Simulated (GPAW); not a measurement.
# Fe2Ge: band structure with PBEsol+U

Fe2Ge:

```
Ge Fe
1.0
     4.16363    0.00000    0.00000
    -2.08182    3.60581    0.00000
     0.00000    0.00000    2.62647
Ge Fe
1 2
Direct
  0.00000 0.00000 0.00000
  0.33333 0.66667 0.50000
  0.66667 0.33333 0.50000
```

The cell comes from a database or a generator and needn't be the stable form of this composition.

```yaml
Program: GPAW 26.7.0
Task: band structure
Functional: PBEsol
Potentials_or_basis: PAW data sets generated in the run's folder for this functional
Cutoff: 600 eV
Basis: pw
k_mesh: 6 × 6 × 7
Occupations: fermi-dirac, width 0.05 eV
Spin: collinear spin, ferromagnetic start
Starting_moments: "[0.0, 3.0, 3.0] μB"
Hubbard_terms: Fe d U = 3 eV
Maxiter: 150
Band_path: GMKGALHA,LM,KH
Band_points: 80
```

| Item | Value |
| --- | --- |
| Pressure | 3.5 GPa |
| Band gap along the path | none (metal or under the smearing width) |
| Net moment | 5.74 μB per cell |
| Site moments | Ge -0.00; Fe +2.88 μB |

Stress tensor (GPa, compression positive):
```
 6.84  0.00  0.00
 0.00  6.84  0.00
 0.00  0.00 -3.21
```

Levels at the corners of the path, in eV from the Fermi level:
Spin up:
| point | band 10 | band 11 | band 12 | band 13 | band 14 | band 15 | band 16 | band 17 |
| --- | --- | --- | --- | --- | --- | --- | --- | --- |
| Γ | -3.44 | -3.44 | -0.31 | 0.91 | 0.91 | 2.17 | 2.17 | 6.40 |
| M | -3.62 | -3.32 | -3.18 | -2.76 | 1.09 | 9.03 | 9.10 | 9.92 |
| K | -3.87 | -3.87 | -3.27 | -2.55 | 5.37 | 5.94 | 5.94 | 9.19 |
| Γ | -3.44 | -3.44 | -0.31 | 0.91 | 0.91 | 2.17 | 2.17 | 6.40 |
| A | -4.21 | -2.02 | -1.97 | 3.00 | 3.00 | 4.21 | 5.55 | 7.22 |
| L | -2.83 | -2.47 | -1.75 | -1.74 | 1.35 | 3.17 | 3.25 | 3.26 |
| H | -2.87 | -2.87 | -2.47 | -0.38 | -0.38 | 1.57 | 1.57 | 7.93 |
| A | -4.21 | -2.02 | -1.97 | 3.00 | 3.00 | 4.21 | 5.55 | 7.22 |
| L | -2.83 | -2.47 | -1.75 | -1.74 | 1.35 | 3.17 | 3.25 | 3.26 |
| M | -3.62 | -3.32 | -3.18 | -2.76 | 1.09 | 9.03 | 9.10 | 9.92 |
| K | -3.87 | -3.87 | -3.27 | -2.55 | 5.37 | 5.94 | 5.94 | 9.19 |
| H | -2.87 | -2.87 | -2.47 | -0.38 | -0.38 | 1.57 | 1.57 | 7.93 |
Spin down:
```tsv
point	band 3	band 4	band 5	band 6	band 7	band 8	band 9	band 10	band 11	band 12
Γ	-4.15	-2.99	-1.73	-1.17	-1.16	0.42	1.75	1.75	2.84	2.84
M	-3.94	-3.37	-2.10	-1.66	-1.41	1.10	1.54	1.59	1.63	2.58
K	-6.73	-1.89	-1.89	-1.61	-0.77	-0.77	1.21	2.19	2.20	2.20
Γ	-4.15	-2.99	-1.73	-1.17	-1.16	0.42	1.75	1.75	2.84	2.84
A	-1.23	-1.23	-0.75	-0.75	-0.70	-0.70	-0.12	-0.12	0.84	1.61
L	-3.70	-3.05	-2.51	-1.37	-0.92	1.34	1.52	1.81	1.82	1.97
H	-3.52	-3.52	-1.75	-1.75	-0.53	0.74	0.74	1.01	2.12	2.31
A	-1.23	-1.23	-0.75	-0.75	-0.70	-0.70	-0.12	-0.12	0.84	1.61
L	-3.70	-3.05	-2.51	-1.37	-0.92	1.34	1.52	1.81	1.82	1.97
M	-3.94	-3.37	-2.10	-1.66	-1.41	1.10	1.54	1.59	1.63	2.58
K	-6.73	-1.89	-1.89	-1.61	-0.77	-0.77	1.21	2.19	2.20	2.20
H	-3.52	-3.52	-1.75	-1.75	-0.53	0.74	0.74	1.01	2.12	2.31
```

Wall time 110 s on 1 thread of Arm Neoverse V1 (shared host), peak memory 0.34 GiB.

Caveat: the U is typed as a test and isn't derived for this compound. The state reached can hang on the start; a lower one may exist.
